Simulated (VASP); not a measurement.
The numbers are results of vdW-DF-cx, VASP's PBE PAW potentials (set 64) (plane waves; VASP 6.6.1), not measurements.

Input for VASP

**INCAR**
```
SYSTEM  =  ZrO2
PREC  =  Accurate; ENCUT  =  520; LREAL  =  .FALSE.
LASPH  =  .TRUE.
EDIFF  =  1E-6; NELM  =  100; ALGO  =  Normal
LMAXMIX  =  4
ISMEAR  =  0; SIGMA  =  0.05
GGA  =  CX; LUSE_VDW  =  .TRUE.; AGGAC  =  0.0
IBRION  =  2; NSW  =  60; ISIF  =  3
EDIFFG  =  -0.02
LWAVE  =  .FALSE.; LCHARG  =  .FALSE.
```

**KPOINTS**
```
Automatic mesh
0
gamma
  7 7 7
0 0 0
```

**POSCAR**
```
ZrO2
1
    0.0000000000     2.5336762499     2.5336762499
    2.5336762499    -0.0000000000     2.5336762499
    2.5336762499     2.5336762499     0.0000000000
Zr O
1 2
Direct
  0.0000000000   0.0000000000   0.0000000000
  0.2500000000   0.2500000000   0.2500000000
  0.7500000000   0.7500000000   0.7500000000
```

POTCAR, in this order: Zr_sv O (PBE.64 set). Program: vasp_std.

The run wrote:

**OSZICAR**
```
       N       E                     dE             d eps       ncg     rms          rms(c)
DAV:   1     0.188413295394E+03    0.18841E+03   -0.14619E+04   640   0.154E+03
DAV:   2    -0.223830333793E+02   -0.21080E+03   -0.20731E+03   848   0.386E+02
DAV:   3    -0.293138102299E+02   -0.69308E+01   -0.69264E+01   992   0.714E+01
DAV:   4    -0.294368293780E+02   -0.12302E+00   -0.12299E+00   856   0.734E+00
DAV:   5    -0.294389424345E+02   -0.21131E-02   -0.21130E-02   880   0.756E-01    0.256E+01
DAV:   6    -0.234561799394E+02    0.59828E+01   -0.34142E+01   720   0.457E+01    0.105E+01
DAV:   7    -0.233970459904E+02    0.59134E-01   -0.13118E+00   856   0.956E+00    0.648E+00
DAV:   8    -0.233640721475E+02    0.32974E-01   -0.17050E-01   856   0.433E+00    0.445E-01
DAV:   9    -0.233642288941E+02   -0.15675E-03   -0.16625E-02   848   0.930E-01    0.318E-01
DAV:  10    -0.233650658054E+02   -0.83691E-03   -0.48856E-03   744   0.710E-01    0.137E-01
DAV:  11    -0.233650613358E+02    0.44696E-05   -0.13535E-03   808   0.315E-01    0.127E-01
DAV:  12    -0.233650198105E+02    0.41525E-04   -0.24246E-04   744   0.127E-01    0.412E-03
DAV:  13    -0.233650207001E+02   -0.88961E-06   -0.67268E-06   792   0.216E-02
   1 F= -.23365021E+02 E0= -.23365021E+02  d E =-.233650E+02
       N       E                     dE             d eps       ncg     rms          rms(c)
DAV:   1    -0.234090389004E+02   -0.44019E-01   -0.14997E+00   760   0.130E+01    0.242E+00
DAV:   2    -0.233704838788E+02    0.38555E-01   -0.13397E-01   768   0.329E+00    0.939E-01
DAV:   3    -0.233625785974E+02    0.79053E-02   -0.31006E-02  1016   0.152E+00    0.182E-01
DAV:   4    -0.233627680733E+02   -0.18948E-03   -0.29150E-03  1032   0.405E-01    0.181E-01
DAV:   5    -0.233631289790E+02   -0.36091E-03   -0.23588E-04  1048   0.100E-01    0.924E-02
DAV:   6    -0.233633443454E+02   -0.21537E-03   -0.38200E-04  1024   0.115E-01    0.128E-02
DAV:   7    -0.233633448485E+02   -0.50312E-06   -0.57803E-06   704   0.216E-02
   2 F= -.23363345E+02 E0= -.23363345E+02  d E =0.167585E-02
       N       E                     dE             d eps       ncg     rms          rms(c)
DAV:   1    -0.233834209774E+02   -0.20077E-01   -0.55751E-01   760   0.791E+00    0.149E+00
DAV:   2    -0.233688107221E+02    0.14610E-01   -0.49081E-02   752   0.198E+00    0.566E-01
DAV:   3    -0.233659605706E+02    0.28502E-02   -0.12014E-02  1008   0.930E-01    0.115E-01
DAV:   4    -0.233660533967E+02   -0.92826E-04   -0.92366E-04  1024   0.236E-01    0.112E-01
DAV:   5    -0.233662189227E+02   -0.16553E-03   -0.12574E-04  1024   0.661E-02    0.498E-02
DAV:   6    -0.233662945233E+02   -0.75601E-04   -0.11094E-04  1032   0.629E-02    0.834E-03
DAV:   7    -0.233662957953E+02   -0.12720E-05   -0.18876E-06   552   0.132E-02    0.316E-03
DAV:   8    -0.233662965131E+02   -0.71784E-06   -0.36448E-07   344   0.582E-03
   3 F= -.23366297E+02 E0= -.23366297E+02  d E =-.127581E-02
```

OUTCAR:
```
------------------------ aborting loop because EDIFF is reached ----------------------------------------
  FORCE on cell =-STRESS in cart. coord.  units (eV):
  Direction    XX          YY          ZZ          XY          YZ          ZX
  --------------------------------------------------------------------------------------
  Total        0.0019230      0.0019230      0.0019230     -0.0000000      0.0000000      0.0000000
  in kB        0.0940540      0.0940540      0.0940540     -0.0000000      0.0000000      0.0000000
  external PRESSURE =       0.0940540 kB  Pullay stress =       0.0000000 kB
  volume of cell :       32.76
      direct lattice vectors                 reciprocal lattice vectors
     0.000000000  2.539573339  2.539573339    -0.196883466  0.196883466  0.196883466
     2.539573339 -0.000000000  2.539573339     0.196883466 -0.196883466  0.196883466
     2.539573339  2.539573339  0.000000000     0.196883466  0.196883466 -0.196883466
 POSITION                                       TOTAL-FORCE (eV/Angst)
 -----------------------------------------------------------------------------------
      0.00000      0.00000      0.00000        -0.000000      0.000000      0.000000
      1.26979      1.26979      1.26979         0.000000      0.000000      0.000000
      3.80936      3.80936      3.80936        -0.000000     -0.000000     -0.000000
 -----------------------------------------------------------------------------------
    total drift:                                0.000000      0.000000      0.000000
  FREE ENERGIE OF THE ION-ELECTRON SYSTEM (eV)
  ---------------------------------------------------
  free  energy   TOTEN  =       -23.3662965131 eV

  energy  without entropy=      -23.3662965131  energy(sigma->0) =      -23.36629651

 reached required accuracy - stopping structural energy minimisation
```
(Selected blocks of OUTCAR.)

File CONTCAR:
```
ZrO2
   1.00000000000000
     0.0000000000000000    2.5395733387498898    2.5395733387498898
     2.5395733387498898   -0.0000000000000000    2.5395733387498898
     2.5395733387498898    2.5395733387498898    0.0000000000000000
  Zr              O
     1     2
Direct
     0.0000000000000000    0.0000000000000000    0.0000000000000000
     0.2500000000000000    0.2500000000000000    0.2500000000000000
     0.7500000000000000    0.7500000000000000    0.7500000000000000
```

The compound is ZrO2 in the fluorite structure, the high-temperature cubic form, which is unstable at 0 K; the monoclinic form is the stable one. This run relaxes it. Symmetry was kept, so distortions that lower it aren't found. The start is the result of an earlier pass.
